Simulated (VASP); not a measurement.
Method: PBEsol GGA, VASP's PBE PAW potentials (set 64) (plane waves; VASP).

A VASP calculation is set up with these files.

**KPOINTS**
```
K-points
0
gamma
  10 10 6
0 0 0
```

**INCAR**
```
NSW  =  40
LREAL  =  .FALSE.   # projection in real space or not
LCHARG  =  .FALSE.
LASPH  =  .TRUE.
LWAVE  =  .FALSE.
IBRION  =  2
PSTRESS  =  100
ALGO  =  Normal   # blocked Davidson
ENCUT  =  620
ISMEAR  =  1   # Methfessel-Paxton
LMAXMIX  =  4
SIGMA  =  0.1   # width (eV)
PREC  =  Accurate
EDIFF  =  1E-6   # SCF stop (eV)
EDIFFG  =  -0.02   # ionic stop
SYSTEM  =  InN
GGA  =  PS   # PBEsol
NELM  =  100
ISIF  =  3
```

**POSCAR**
```
InN
1
    3.4645618110     0.0000000000     0.0000000000
   -1.7322809055     3.0003990645    -0.0000000000
    0.0000000000    -0.0000000000     5.5939233024
In N
2 2
Direct
  0.3333330000   0.6666670000   0.9980072198
  0.6666670000   0.3333330000   0.4980072198
  0.3333330000   0.6666670000   0.3769927802
  0.6666670000   0.3333330000   0.8769927802
```

POTCAR, in this order: In_d N (PBE.64 set). Program: vasp_std.

The resulting files:

**OUTCAR**
```
 ion  position               nearest neighbor table
   1  0.333  0.667  0.998-   4 2.11   4 2.11   4 2.11   3 2.12   2 3.44   2 3.44   2 3.44   2 3.44
                             2 3.44   2 3.44
   2  0.667  0.333  0.498-   3 2.11   3 2.11   3 2.11   4 2.12   1 3.44   1 3.44   1 3.44   1 3.44
                             1 3.44   1 3.44
   3  0.333  0.667  0.377-   2 2.11   2 2.11   2 2.11   1 2.12
   4  0.667  0.333  0.877-   1 2.11   1 2.11   1 2.11   2 2.12
  LATTYP: Found a hexagonal cell.
 ALAT       =     3.4645618110
 C/A-ratio  =     1.6146120657
 Subroutine PRICEL returns:
 Original cell was already a primitive cell.
 Subroutine GETGRP returns: Found 12 space group operations
The static configuration has the point symmetry C_3v.
 The point group associated with its full space group is C_6v.
The dynamic configuration has the point symmetry C_3v.
 Subroutine INISYM returns: Found 12 space group operations
 Subroutine IBZKPT returns following result:
 Found     56 irreducible k-points:

 Following reciprocal coordinates:
            Coordinates               Weight
  0.000000  0.000000  0.000000      1.000000
  0.100000  0.000000  0.000000      6.000000
  0.200000  0.000000  0.000000      6.000000
  0.300000  0.000000  0.000000      6.000000
  0.400000  0.000000  0.000000      6.000000
  0.500000  0.000000  0.000000      3.000000
  0.100000  0.100000  0.000000      6.000000
  0.200000  0.100000  0.000000     12.000000
  0.300000  0.100000  0.000000     12.000000
  0.400000  0.100000  0.000000     12.000000
  0.200000  0.200000  0.000000      6.000000
  0.300000  0.200000  0.000000     12.000000
  0.400000  0.200000  0.000000      6.000000
  0.300000  0.300000  0.000000      6.000000
  0.000000  0.000000  0.166667      2.000000
  0.100000  0.000000  0.166667     12.000000
  0.200000  0.000000  0.166667     12.000000
  0.300000  0.000000  0.166667     12.000000
...
```

OSZICAR:
```
       N       E                     dE             d eps       ncg     rms          rms(c)
DAV:   1     0.372237074063E+03    0.37224E+03   -0.20330E+04  2470   0.262E+03
DAV:   2     0.239284682048E+02   -0.34831E+03   -0.33905E+03  2536   0.531E+02
DAV:   3    -0.252810886367E+02   -0.49210E+02   -0.48347E+02  3228   0.200E+02
DAV:   4    -0.273153008354E+02   -0.20342E+01   -0.20275E+01  3078   0.426E+01
DAV:   5    -0.273721841328E+02   -0.56883E-01   -0.56872E-01  3140   0.684E+00    0.150E+01
DAV:   6    -0.229744844497E+02    0.43977E+01   -0.17737E+01  4266   0.633E+01    0.109E+01
DAV:   7    -0.231071120117E+02   -0.13263E+00   -0.22502E+00  2524   0.122E+01    0.338E+00
DAV:   8    -0.230635178545E+02    0.43594E-01   -0.19018E-01  3948   0.552E+00    0.176E+00
DAV:   9    -0.230485075604E+02    0.15010E-01   -0.44102E-02  4000   0.346E+00    0.397E-01
DAV:  10    -0.230473191110E+02    0.11884E-02   -0.49904E-03  4038   0.108E+00    0.218E-01
DAV:  11    -0.230476145761E+02   -0.29547E-03   -0.49546E-03  4150   0.778E-01    0.142E-01
DAV:  12    -0.230473754664E+02    0.23911E-03   -0.12676E-03  3814   0.472E-01    0.376E-02
DAV:  13    -0.230473852930E+02   -0.98266E-05   -0.87956E-05  2856   0.779E-02    0.136E-02
DAV:  14    -0.230473861493E+02   -0.85629E-06   -0.37165E-06  2900   0.171E-02
   1 F= -.19417999E+02 E0= -.19418079E+02  d E =-.194180E+02
```

OUTCAR:
```
------------------------ aborting loop because EDIFF is reached ----------------------------------------
  FORCE on cell =-STRESS in cart. coord.  units (eV):
  Direction    XX          YY          ZZ          XY          YZ          ZX
  --------------------------------------------------------------------------------------
  Total        3.6169276      3.6169289      3.5576099      0.0000000      0.0000000      0.0000000
  in kB       99.6567120     99.6567467     98.0223407      0.0000000      0.0000000      0.0000000
  external PRESSURE =      -0.8880669 kB  Pullay stress =     100.0000000 kB
  volume of cell :       58.15
      direct lattice vectors                 reciprocal lattice vectors
     3.464561811  0.000000000  0.000000000     0.288636790  0.166644499  0.000000000
    -1.732280905  3.000399064  0.000000000     0.000000000  0.333288999  0.000000000
     0.000000000  0.000000000  5.593923302     0.000000000  0.000000000  0.178765411
 POSITION                                       TOTAL-FORCE (eV/Angst)
 -----------------------------------------------------------------------------------
     -0.00000      2.00027      5.58278        -0.000000      0.000000     -0.003535
      1.73228      1.00013      2.78581         0.000000     -0.000000     -0.003535
     -0.00000      2.00027      2.10887        -0.000000     -0.000000      0.003535
      1.73228      1.00013      4.90583         0.000000      0.000000      0.003535
 -----------------------------------------------------------------------------------
    total drift:                               -0.001261      0.000729     -0.000406
  FREE ENERGIE OF THE ION-ELECTRON SYSTEM (eV)
  ---------------------------------------------------
  free  energy   TOTEN  =       -23.0473861493 eV

  energy  without entropy=      -23.0476255790  energy(sigma->0) =      -23.04746596
  enthalpy is  TOTEN    =       -19.4179993068 eV   P V=        3.6293868425

 reached required accuracy - stopping structural energy minimisation
```
(Selected blocks of OUTCAR.)

**OUTCAR**
```
 val. band max:        7.1954001729   @ k =   0.0000   0.0000   0.0000

 cond. band min:       8.1183675134   @ k =   0.0000   0.0000   0.1667


 Fermi energy:         7.1961539486

 k-point     1 :       0.0000    0.0000    0.0000
  band No.  band energies     occupation
      1      -7.9424      2.00000
      2      -7.8947      2.00000
      3      -6.2285      2.00000
      4      -6.2116      2.00000
      5      -6.2116      2.00000
      6      -6.1226      2.00000
      7      -6.1226      2.00000
      8      -5.8534      2.00000
      9      -5.8534      2.00000
     10      -5.6733      2.00000
     11      -5.6733      2.00000
     12      -3.9547      2.00000
     13       0.9605      2.00000
     14       6.2218      2.00000
     15       6.2219      2.00000
     16       7.0646      2.06869
     17       7.1794      1.27848
     18       7.1954      1.01300
     19       7.1954      1.01276
     20      10.1635      0.00000
     21      14.2125      0.00000
     22      16.5362      0.00000

 k-point     2 :       0.1000    0.0000    0.0000
  band No.  band energies     occupation
      1      -7.9364      2.00000
      2      -7.8756      2.00000
      3      -6.2134      2.00000
      4      -6.1891      2.00000
      5      -6.1266      2.00000
      6      -6.1002      2.00000
      7      -6.0915      2.00000
      8      -5.8663      2.00000
      9      -5.8549      2.00000
     10      -5.6990      2.00000
     11      -5.6696      2.00000
     12      -3.8804      2.00000
     13       1.0835      2.00000
     14       5.5843      2.00000
     15       6.0416      2.00000
     16       6.0796      2.00000
     17       7.0511      2.05957
     18       7.1070      2.01977
     19       8.2013     -0.00000
     20      10.7052      0.00000
     21      14.1427      0.00000
     22      15.6523      0.00000

 k-point     3 :       0.2000    0.0000    0.0000
  band No.  band energies     occupation
      1      -7.9284      2.00000
...
```

Unless said otherwise, spin-orbit coupling is left out, though it shifts the bands of the heavy elements here.

The structure was generated: InN was put into the wurtzite type (P6_3mc), which need not be its known phase. It was relaxed first under an external pressure of 10 GPa.
